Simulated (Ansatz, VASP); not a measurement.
PtSe2 (Sudovikovite) in VASP and in Ansatz

File INCAR:

```
PREC = Accurate ; ENCUT = 520
EDIFF = 1E-6 ; ISMEAR = -1
SIGMA = 0.05 ; LREAL = F
LASPH = T ; NELM = 80
ALGO = Normal ; ISIF = 2
LWAVE = F ; LCHARG = F
GGA = PS ; NBANDS = 18
```

Contents of KPOINTS:

```
regular mesh
0
Gamma
  8 8 5
```

POSCAR

```
PtSe2
1.0
    3.7240000000      0.0000000000      0.0000000000
   -1.8620000000      3.2250786037      0.0000000000
    0.0000000000      0.0000000000      5.0620000000
Pt Se
1 2
Direct
    0.0000000000      0.0000000000      0.0000000000
    0.6666666667      0.3333333333      0.7500000000
    0.3333333333      0.6666666667      0.2500000000
```

Contents of input.yaml:

```yaml
crystal:
  lattice:
    - [3.724, 0.0, 0.0]
    - [-1.862, 3.2250786037, 0.0]
    - [0.0, 0.0, 5.062]
  atoms:
    - { symbol: Pt, position: [0.0, 0.0, 0.0] }
    - { symbol: Se, position: [0.6666666667, 0.3333333333, 0.75] }
    - { symbol: Se, position: [0.3333333333, 0.6666666667, 0.25] }
hamiltonian:
  xc: pbesol
  pseudopotentials: { kind: paw }
kpoints:
  mp_grid: { grid: [8, 8, 5] }
  band_path:
    path:
      - [[0.0, 0.0, 0.0], [0.5, 0.0, 0.0], [0.3333333333, 0.3333333333, 0.0], [0.0, 0.0, 0.0], [0.0, 0.0, 0.5], [0.5, 0.0, 0.5], [0.3333333333, 0.3333333333, 0.5], [0.0, 0.0, 0.5]]
      - [[0.5, 0.0, 0.5], [0.5, 0.0, 0.0]]
      - [[0.3333333333, 0.3333333333, 0.0], [0.3333333333, 0.3333333333, 0.5]]
    npoints: 14
scf:
  occupations: { method: fermi_dirac, width: 0.05 }
  n_extra_bands: 7
output:
  forces: true
  stress: true
  eigenvalues: true
  fatbands: false
```

Alike in both runs: functional PBEsol; k mesh 8 × 8 × 5; occupations fermi-dirac, width 0.05 eV; no spin polarisation.

```csv
,VASP,Ansatz
version,VASP 6.6.1,Ansatz 0.2.0
potentials or method,"VASP PAW PBE potentials, release 64 (Pt, Se)",Ansatz PAW
plane-wave cutoff (eV),520,420
valence electrons in the cell,22,50
task,single point,band structure
```

```csv
,VASP,Ansatz,Ansatz less VASP
gap on the k mesh at the Fermi level (eV),none,none,-
pressure (GPa),2.2,2.1,-0.11
largest component of the traceless stress (GPa),0.96,0.92,-0.036
rms of the force components (eV/Å),0.168,0.160,-0.0079
```

Atom by atom the forces differ by 0.008 eV/Å (rms over components). A gap of «none» marks a metal or a gap that the smearing closes. The two sets of potentials don't hold the same shells in valence.

Caveats: the PAW data sets were made with another functional, which shifts forces and pressure a little (VASP); spin-orbit coupling is left out, which moves the levels of the heavy elements (Ansatz); the PAW data sets come from PBE, with cores solved anew for the run's functional, which leaves a small shift of forces and pressure (Ansatz). Spin-orbit coupling is left out, which matters for the levels of Pt.
